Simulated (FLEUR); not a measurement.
# Pt (Im-3m) in FLEUR: notebook, part 2 of 2

FLEUR MaX-R8.1 (later development tree). The steps go on from the part before.

## 3. Band structure, r2SCAN, spin-orbit coupling, no magnetisation

Input file inp.xml:

```xml
<?xml version="1.0" encoding="UTF-8" standalone="no"?>
<fleurInput fleurInputVersion="0.39">
   <comment>
      Pt                                                                                                  
   </comment>
   <calculationSetup>
      <cutoffs Kmax="4.1" Gmax="12.7" GmaxXC="12.7" numbands="all"/>
      <scfLoop itmax="80" minDistance="0.0001" maxIterBroyd="30" imix="Anderson" alpha="0.05" precondParam="0.0" spinf="2.0" sdNocoIR="T"/>
      <coreElectrons ctail="F" frcor="F" kcrel="0" coretail_lmax="0"/>
      <xcFunctional name="LibXC" relativisticCorrections="F">
         <LibXCName exchange="mgga_x_r2scan" correlation="mgga_c_r2scan"/>
         <AuxGGA exchange="117" correlation="130"/>
      </xcFunctional>
      <magnetism jspins="1"/>
      <soc l_soc="T" theta="0.0" phi="0.0" spav="F"/>
      <expertModes spex="0" secvar="F"/>
      <geometryOptimization l_f="F" forcealpha="1.0" forcemix="BFGS" epsdisp="0.00001" epsforce="0.00001"/>
      <ldaU l_linMix="F" mixParam="0.05" spinf="1.0"/>
   </calculationSetup>
   <cell>
      <bzIntegration valenceElectrons="18.0" mode="hist" fermiSmearingEnergy="0.00183747">
         <kPointListSelection listName="default-1"/>
         <!-- k-points included here -->
         <xi:include xmlns:xi="http://www.w3.org/2001/XInclude" href="kpts.xml"> </xi:include>
      </bzIntegration>
      <!-- symmetry operations included here -->
      <xi:include xmlns:xi="http://www.w3.org/2001/XInclude" href="sym.xml"> </xi:include>
      <bulkLattice scale="1.0">
         <bravaisMatrix>
            <row-1>   -2.9937419211138119     2.9937419211138119     2.9937419211138119</row-1>
            <row-2>    2.9937419211138119    -2.9937419211138119     2.9937419211138119</row-2>
            <row-3>    2.9937419211138119     2.9937419211138119    -2.9937419211138119</row-3>
         </bravaisMatrix>
      </bulkLattice>
   </cell>
   <atomSpecies>
      <species name="Platinum (Pt)" element="Pt" atomicNumber="78">
         <mtSphere radius="2.4" gridPoints="793" logIncrement="0.017"/>
         <atomicCutoffs lmax="10" lnonsphr="10"/>
         <electronConfig flipSpins="F">
            <coreConfig>(1s1/2) (2s1/2) (2p1/2) (2p3/2) (3s1/2) (3p1/2) (3p3/2) (4s1/2) (3d3/2) (3d5/2) (4p1/2) (4p3/2) (4d3/2) (4d5/2) (4f5/2) (4f7/2)</coreConfig>
            <valenceConfig>(5s1/2) (5p1/2) (5p3/2) (6s1/2) (5d3/2) (5d5/2)</valenceConfig>
            <stateOccupation state="(6s1/2)" spinUp="0.500000" spinDown="0.500000"/>
            <stateOccupation state="(5d3/2)" spinUp="1.800000" spinDown="1.800000"/>
            <stateOccupation state="(5d5/2)" spinUp="2.700000" spinDown="2.700000"/>
         </electronConfig>
         <energyParameters s="6" p="6" d="5" f="5"/>
         <lo type="SCLO" l="0" n="5" eDeriv="0"/>
         <lo type="SCLO" l="1" n="5" eDeriv="0"/>
         <lo type="SCLO" l="1" n="5" eDeriv="1"/>
         <lo type="SCLO" l="2" n="5" eDeriv="2"/>
         <lo type="SCLO" l="3" n="5" eDeriv="2"/>
      </species>
   </atomSpecies>
   <atomGroups>
      <atomGroup species="Platinum (Pt)">
         <relPos label="                   1">.0000000000 .0000000000 .0000000000</relPos>
         <force calculate="T" relaxXYZ="TTT"/>
      </atomGroup>
   </atomGroups>
   <output dos="F" band="F" slice="F">
      <checks vchk="F" cdinf="F"/>
      <bandDOS minEnergy="-.5*Htr" maxEnergy="0.5*Htr" sigma="0.015" storeEVData="T"/>
      <vacuumDOS vacdos="F" integ="F" star="F" nstars="0" locx1="0.0" locy1="0.0" locx2="0.0" locy2="0.0" nstm="0" tworkf="0.0"/>
      <unfoldingBand unfoldBand="F" supercellX="1" supercellY="1" supercellZ="1"/>
      <plotting iplot="0" polar="F">
         <plot TwoD="T" vec1="  1.0  0.0  0.0" vec2="  0.0  1.0  0.0" vec3="  0.0  0.0  1.0" zero="  0.0  0.0  0.0" file="plot"/>
      </plotting>
      <chargeDensitySlicing numkpt="0" minEigenval="0.0" maxEigenval="0.0" nnne="0" pallst="F"/>
      <specialOutput eonly="F"/>
      <moessbauerParams electricFieldGradient="T" isomerShift="T" coreHyperfine="T" valenceHyperfine="T"/>
      <magneticCircularDichroism mcd="F" energyLo="-10.0" energyUp="0.0"/>
   </output>
  <!-- We include the file relax.xml here to enable relaxations (see documentation) -->
  <xi:include xmlns:xi="http://www.w3.org/2001/XInclude" href="relax.xml"> <xi:fallback/> </xi:include>
</fleurInput>
```

Input file crystal.txt:

```
Pt
&input cartesian=F /
-1.5842200000  1.5842200000  1.5842200000
1.5842200000  -1.5842200000  1.5842200000
1.5842200000  1.5842200000  -1.5842200000
1.8897261246
1.0 1.0 1.0

1
78 0.0000000000  0.0000000000  0.0000000000

&soc 0.0 0.0 /
&kpt div1=9 div2=9 div3=9 gamma=T /
```

Input file inp.xml (bands):

```
<?xml version="1.0" encoding="UTF-8" standalone="no"?>
<fleurInput fleurInputVersion="0.39">
   <comment>
      Pt                                                                                                  
   </comment>
   <calculationSetup>
      <cutoffs Kmax="4.1" Gmax="12.7" GmaxXC="12.7" numbands="all"/>
      <scfLoop itmax="80" minDistance="0.0001" maxIterBroyd="30" imix="Anderson" alpha="0.05" precondParam="0.0" spinf="2.0" sdNocoIR="T"/>
      <coreElectrons ctail="F" frcor="F" kcrel="0" coretail_lmax="0"/>
      <xcFunctional name="LibXC" relativisticCorrections="F">
         <LibXCName exchange="mgga_x_r2scan" correlation="mgga_c_r2scan"/>
         <AuxGGA exchange="117" correlation="130"/>
      </xcFunctional>
      <magnetism jspins="1"/>
      <soc l_soc="T" theta="0.0" phi="0.0" spav="F"/>
      <expertModes spex="0" secvar="F"/>
      <geometryOptimization l_f="F" forcealpha="1.0" forcemix="BFGS" epsdisp="0.00001" epsforce="0.00001"/>
      <ldaU l_linMix="F" mixParam="0.05" spinf="1.0"/>
   </calculationSetup>
   <cell>
      <bzIntegration valenceElectrons="18.0" mode="hist" fermiSmearingEnergy="0.00183747">
         <kPointListSelection listName="path-1"/>
         <!-- k-points included here -->
         <xi:include xmlns:xi="http://www.w3.org/2001/XInclude" href="kpts.xml"> </xi:include>
      </bzIntegration>
      <!-- symmetry operations included here -->
      <xi:include xmlns:xi="http://www.w3.org/2001/XInclude" href="sym.xml"> </xi:include>
      <bulkLattice scale="1.0">
         <bravaisMatrix>
            <row-1>   -2.9937419211138119     2.9937419211138119     2.9937419211138119</row-1>
            <row-2>    2.9937419211138119    -2.9937419211138119     2.9937419211138119</row-2>
            <row-3>    2.9937419211138119     2.9937419211138119    -2.9937419211138119</row-3>
         </bravaisMatrix>
      </bulkLattice>
   </cell>
   <atomSpecies>
      <species name="Platinum (Pt)" element="Pt" atomicNumber="78">
         <mtSphere radius="2.4" gridPoints="793" logIncrement="0.017"/>
         <atomicCutoffs lmax="10" lnonsphr="10"/>
         <electronConfig flipSpins="F">
            <coreConfig>(1s1/2) (2s1/2) (2p1/2) (2p3/2) (3s1/2) (3p1/2) (3p3/2) (4s1/2) (3d3/2) (3d5/2) (4p1/2) (4p3/2) (4d3/2) (4d5/2) (4f5/2) (4f7/2)</coreConfig>
            <valenceConfig>(5s1/2) (5p1/2) (5p3/2) (6s1/2) (5d3/2) (5d5/2)</valenceConfig>
            <stateOccupation state="(6s1/2)" spinUp="0.500000" spinDown="0.500000"/>
            <stateOccupation state="(5d3/2)" spinUp="1.800000" spinDown="1.800000"/>
            <stateOccupation state="(5d5/2)" spinUp="2.700000" spinDown="2.700000"/>
         </electronConfig>
         <energyParameters s="6" p="6" d="5" f="5"/>
         <lo type="SCLO" l="0" n="5" eDeriv="0"/>
         <lo type="SCLO" l="1" n="5" eDeriv="0"/>
         <lo type="SCLO" l="1" n="5" eDeriv="1"/>
         <lo type="SCLO" l="2" n="5" eDeriv="2"/>
         <lo type="SCLO" l="3" n="5" eDeriv="2"/>
      </species>
   </atomSpecies>
   <atomGroups>
      <atomGroup species="Platinum (Pt)">
         <relPos label="                   1">.0000000000 .0000000000 .0000000000</relPos>
         <force calculate="T" relaxXYZ="TTT"/>
      </atomGroup>
   </atomGroups>
   <output dos="F" band="T" slice="F">
      <checks vchk="F" cdinf="F"/>
      <bandDOS minEnergy="-.5*Htr" maxEnergy="0.5*Htr" sigma="0.015" storeEVData="T"/>
      <vacuumDOS vacdos="F" integ="F" star="F" nstars="0" locx1="0.0" locy1="0.0" locx2="0.0" locy2="0.0" nstm="0" tworkf="0.0"/>
      <unfoldingBand unfoldBand="F" supercellX="1" supercellY="1" supercellZ="1"/>
      <plotting iplot="0" polar="F">
         <plot TwoD="T" vec1="  1.0  0.0  0.0" vec2="  0.0  1.0  0.0" vec3="  0.0  0.0  1.0" zero="  0.0  0.0  0.0" file="plot"/>
      </plotting>
      <chargeDensitySlicing numkpt="0" minEigenval="0.0" maxEigenval="0.0" nnne="0" pallst="F"/>
      <specialOutput eonly="F"/>
      <moessbauerParams electricFieldGradient="T" isomerShift="T" coreHyperfine="T" valenceHyperfine="T"/>
      <magneticCircularDichroism mcd="F" energyLo="-10.0" energyUp="0.0"/>
   </output>
  <!-- We include the file relax.xml here to enable relaxations (see documentation) -->
  <xi:include xmlns:xi="http://www.w3.org/2001/XInclude" href="relax.xml"> <xi:fallback/> </xi:include>
</fleurInput>
```

Potentials or basis: all-electron, FLAPW.

The run is started by

```
> inpgen -f crystal.txt -profile fastHighL
> # inp.xml edited to the form shown
> fleur_MPI
> fleur_MPI   # second run, on inp.xml (bands)
```

Log:

```text
Welcome to FLEUR        (www.flapw.de)
      MaX-Release 8.1          (www.max-centre.eu)
 func_ids         498         497         498         497
 MetaGGA potential functional detected - V_tau will be computed
 Auxiliary Potential for radial basis: exchange=         117  correlation=         130
The functional 'Re-regularized SCAN exchange by Furness et al' is an exchange functional, it belongs to the 'MGGA' family and is defined in the reference(s):
[1] J. W. Furness, A. D. Kaplan, J. Ning, J. P. Perdew, and J. Sun.,  J. Phys. Chem. Lett. 11, 8208-8215 (2020)
[2] J. W. Furness, A. D. Kaplan, J. Ning, J. P. Perdew, and J. Sun.,  J. Phys. Chem. Lett. 11, 9248-9248 (2020)
The functional 'Re-regularized SCAN correlation by Furness et al' is a correlation functional, it belongs to the 'MGGA' family and is defined in the reference(s):
[1] J. W. Furness, A. D. Kaplan, J. Ning, J. P. Perdew, and J. Sun.,  J. Phys. Chem. Lett. 11, 8208-8215 (2020)
[2] J. W. Furness, A. D. Kaplan, J. Ning, J. P. Perdew, and J. Sun.,  J. Phys. Chem. Lett. 11, 9248-9248 (2020)
 Using same functional for VXC and EXC

 ========== k-point set info ==========
 Selected k-point list: default-1
 k-point list type: mesh
 9 x 9 x 9
 Number of k points: 105

 ------------Calculation Setup---------------------------
 Number of MPI-tasks      :            1
 Number of PE/node        :            1
 Number of OMP-threads    :            1
 Most efficient MPI parallelization for:
           1           3           5           7          15          21          35         105
 Additional eigenvalue parallelization possible
 Number of basis functions:          172
 Approximate size of matrices (H+S) per k-point:         0.000 GB
 --------------------------------------------------------
The functional 'Hammer, Hansen, and Norskov' is an exchange functional, it belongs to the 'GGA' family and is defined in the reference(s):
[... 6 lines left out ...]
 Reset of history
 Reset of history
 Iteration:     1   Distance:      67.77087908 me/bohr^3
The functional 'Hammer, Hansen, and Norskov' is an exchange functional, it belongs to the 'GGA' family and is defined in the reference(s):
[1] B. Hammer, L. B. Hansen, and J. K. Nørskov.,  Phys. Rev. B 59, 7413 (1999)
The functional 'Perdew, Burke & Ernzerhof' is a correlation functional, it belongs to the 'GGA' family and is defined in the reference(s):
[1] J. P. Perdew, K. Burke, and M. Ernzerhof.,  Phys. Rev. Lett. 77, 3865 (1996)
[2] J. P. Perdew, K. Burke, and M. Ernzerhof.,  Phys. Rev. Lett. 78, 1396 (1997)
 Using same functional for VXC and EXC
 Iteration:     2   Distance:      63.68154594 me/bohr^3
The functional 'Hammer, Hansen, and Norskov' is an exchange functional, it belongs to the 'GGA' family and is defined in the reference(s):
[1] B. Hammer, L. B. Hansen, and J. K. Nørskov.,  Phys. Rev. B 59, 7413 (1999)
The functional 'Perdew, Burke & Ernzerhof' is a correlation functional, it belongs to the 'GGA' family and is defined in the reference(s):
[1] J. P. Perdew, K. Burke, and M. Ernzerhof.,  Phys. Rev. Lett. 77, 3865 (1996)
[2] J. P. Perdew, K. Burke, and M. Ernzerhof.,  Phys. Rev. Lett. 78, 1396 (1997)
 Using same functional for VXC and EXC
 Iteration:     3   Distance:      60.41824485 me/bohr^3
The functional 'Hammer, Hansen, and Norskov' is an exchange functional, it belongs to the 'GGA' family and is defined in the reference(s):
[1] B. Hammer, L. B. Hansen, and J. K. Nørskov.,  Phys. Rev. B 59, 7413 (1999)
The functional 'Perdew, Burke & Ernzerhof' is a correlation functional, it belongs to the 'GGA' family and is defined in the reference(s):
[1] J. P. Perdew, K. Burke, and M. Ernzerhof.,  Phys. Rev. Lett. 77, 3865 (1996)
[2] J. P. Perdew, K. Burke, and M. Ernzerhof.,  Phys. Rev. Lett. 78, 1396 (1997)
 Using same functional for VXC and EXC
 Iteration:     4   Distance:      10.26508963 me/bohr^3
The functional 'Hammer, Hansen, and Norskov' is an exchange functional, it belongs to the 'GGA' family and is defined in the reference(s):
[1] B. Hammer, L. B. Hansen, and J. K. Nørskov.,  Phys. Rev. B 59, 7413 (1999)
The functional 'Perdew, Burke & Ernzerhof' is a correlation functional, it belongs to the 'GGA' family and is defined in the reference(s):
[1] J. P. Perdew, K. Burke, and M. Ernzerhof.,  Phys. Rev. Lett. 77, 3865 (1996)
[2] J. P. Perdew, K. Burke, and M. Ernzerhof.,  Phys. Rev. Lett. 78, 1396 (1997)
 Using same functional for VXC and EXC
 Iteration:     5   Distance:       3.30396685 me/bohr^3
The functional 'Hammer, Hansen, and Norskov' is an exchange functional, it belongs to the 'GGA' family and is defined in the reference(s):
[... 39 lines left out ...]
 Using same functional for VXC and EXC
 Iteration:    11   Distance:       0.00824612 me/bohr^3
The functional 'Hammer, Hansen, and Norskov' is an exchange functional, it belongs to the 'GGA' family and is defined in the reference(s):
[1] B. Hammer, L. B. Hansen, and J. K. Nørskov.,  Phys. Rev. B 59, 7413 (1999)
The functional 'Perdew, Burke & Ernzerhof' is a correlation functional, it belongs to the 'GGA' family and is defined in the reference(s):
[1] J. P. Perdew, K. Burke, and M. Ernzerhof.,  Phys. Rev. Lett. 77, 3865 (1996)
[2] J. P. Perdew, K. Burke, and M. Ernzerhof.,  Phys. Rev. Lett. 78, 1396 (1997)
 Using same functional for VXC and EXC
 Iteration:    12   Distance:       0.00491361 me/bohr^3
The functional 'Hammer, Hansen, and Norskov' is an exchange functional, it belongs to the 'GGA' family and is defined in the reference(s):
[1] B. Hammer, L. B. Hansen, and J. K. Nørskov.,  Phys. Rev. B 59, 7413 (1999)
The functional 'Perdew, Burke & Ernzerhof' is a correlation functional, it belongs to the 'GGA' family and is defined in the reference(s):
[1] J. P. Perdew, K. Burke, and M. Ernzerhof.,  Phys. Rev. Lett. 77, 3865 (1996)
[2] J. P. Perdew, K. Burke, and M. Ernzerhof.,  Phys. Rev. Lett. 78, 1396 (1997)
 Using same functional for VXC and EXC
 Iteration:    13   Distance:       0.00078688 me/bohr^3
The functional 'Hammer, Hansen, and Norskov' is an exchange functional, it belongs to the 'GGA' family and is defined in the reference(s):
[1] B. Hammer, L. B. Hansen, and J. K. Nørskov.,  Phys. Rev. B 59, 7413 (1999)
The functional 'Perdew, Burke & Ernzerhof' is a correlation functional, it belongs to the 'GGA' family and is defined in the reference(s):
[1] J. P. Perdew, K. Burke, and M. Ernzerhof.,  Phys. Rev. Lett. 77, 3865 (1996)
[2] J. P. Perdew, K. Burke, and M. Ernzerhof.,  Phys. Rev. Lett. 78, 1396 (1997)
 Using same functional for VXC and EXC
 Iteration:    14   Distance:       0.00004758 me/bohr^3

 ********************************************************************
 Run finished successfully
 Stop message:
   all done
 ********************************************************************
```

Run time: 11 min. Hardware: 1 thread of Intel Xeon at 2.50GHz (Skylake/Cascade Lake), shared host; peak memory 0.18 GiB.

What came out:

- Free energy: -501917.3348 eV
- Band gap along the path: none (metal or under the smearing width)
- Valence electrons inside the program's atomic spheres: Pt 16.13 (radii Pt 2.4 bohr)

Levels at the corners of the path, in eV from the Fermi level:
```tsv
point	band 14	band 15	band 16	band 17	band 18	band 19	band 20	band 21	band 22	band 23
Γ	-4.02	-3.05	-3.05	-0.94	-0.94	-0.94	-0.94	17.97	17.97	17.98
H	0.23	0.23	0.23	1.25	1.25	6.60	6.60	8.92	8.92	8.92
N	-1.35	-0.76	-0.76	0.50	0.50	1.20	1.20	6.64	6.64	13.96
Γ	-4.02	-3.05	-3.05	-0.94	-0.94	-0.94	-0.94	17.97	17.97	17.98
P	-4.25	-0.65	-0.65	-0.65	-0.65	5.06	5.06	9.37	9.37	10.20
H	0.23	0.23	0.23	1.25	1.25	6.60	6.60	8.92	8.92	8.92
P	-4.25	-0.65	-0.65	-0.65	-0.65	5.06	5.06	9.37	9.37	10.20
N	-1.35	-0.76	-0.76	0.50	0.50	1.20	1.20	6.64	6.64	13.96
```

Core levels (eV from the Fermi level):
| atom | levels |
| --- | --- |
| 1 Pt | 1s1/2 -78314.2, 2s1/2 -13743.8, 2p1/2 -13169.4, 2p3/2 -11440.3, 3s1/2 -3225.1, 3p1/2 -2968.0, 3p3/2 -2587.8, 4s1/2 -690.1, 3d3/2 -2161.0, 3d5/2 -2079.1, 4p1/2 -581.1, 4p3/2 -490.6, 4d3/2 -312.4, 4d5/2 -295.5, 4f5/2 -67.9, 4f7/2 -64.5 |

Caveat: the meta-GGA is that of a development version, with a GGA for the radial functions and cores and without core tails.
